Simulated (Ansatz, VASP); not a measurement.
## Two plane-wave programs on RbBr

Contents of INCAR:

```
SYSTEM = RbBr
ALGO = Normal
EDIFF = 1E-7
ENCUT = 520
GGA = PE
ISIF = 2
ISMEAR = 0
LASPH = .TRUE.
LCHARG = .FALSE.
LREAL = .FALSE.
LWAVE = .FALSE.
NBANDS = 15
NELM = 60
PREC = Accurate
SIGMA = 0.05
```

The input KPOINTS:

```
k-points
0
G
  8 8 8
  0 0 0
```

Contents of POSCAR:

```
RbBr
1.0
    0.0000000000      3.4452373314      3.4452373314
    3.4452373314      0.0000000000      3.4452373314
    3.4452373314      3.4452373314      0.0000000000
Rb Br
1 1
Direct
    0.5000000000      0.5000000000      0.5000000000
    0.0000000000      0.0000000000      0.0000000000
```

Input for Ansatz:

```yaml
crystal:
  lattice:
    - [0.0, 3.4452373314, 3.4452373314]
    - [3.4452373314, 0.0, 3.4452373314]
    - [3.4452373314, 3.4452373314, 0.0]
  atoms:
    - { symbol: Rb, position: [0.5, 0.5, 0.5] }
    - { symbol: Br, position: [0.0, 0.0, 0.0] }
basis:
  ecutwfc: 420
  ecutrho_ratio: 4
kpoints:
  mp_grid: { grid: [8, 8, 8] }
hamiltonian:
  xc: pbe
scf:
  occupations: { method: gaussian, width: 0.05 }
output:
  forces: true
  stress: true
  eigenvalues: true
```

Alike in both runs: task single point; functional PBE; k mesh 8 × 8 × 8; occupations gaussian, width 0.05 eV; no spin polarisation.

```csv
,VASP,Ansatz
version,VASP 6.6.1,Ansatz 0.2.0
potentials or method,"VASP PAW PBE potentials, release 64 (Rb_sv, Br)","scalar-relativistic, plane waves, PAW"
plane-wave cutoff (eV),520,420
valence electrons in the cell,16,16
```

|  | VASP | Ansatz | Ansatz less VASP |
| --- | --- | --- | --- |
| gap on the k mesh at the Fermi level (eV) | 4.32 | 4.32 | +0.002 |
| least direct gap on the mesh (eV) | 4.32 | 4.32 | +0.002 |
| pressure (GPa) | 0.8 | 0.7 | -0.03 |

The functional is the same, so the differences come from potentials, cutoffs and numerics.

A k mesh can miss the band edges. PBE gaps usually lie below the measured ones, often by a third to a half.
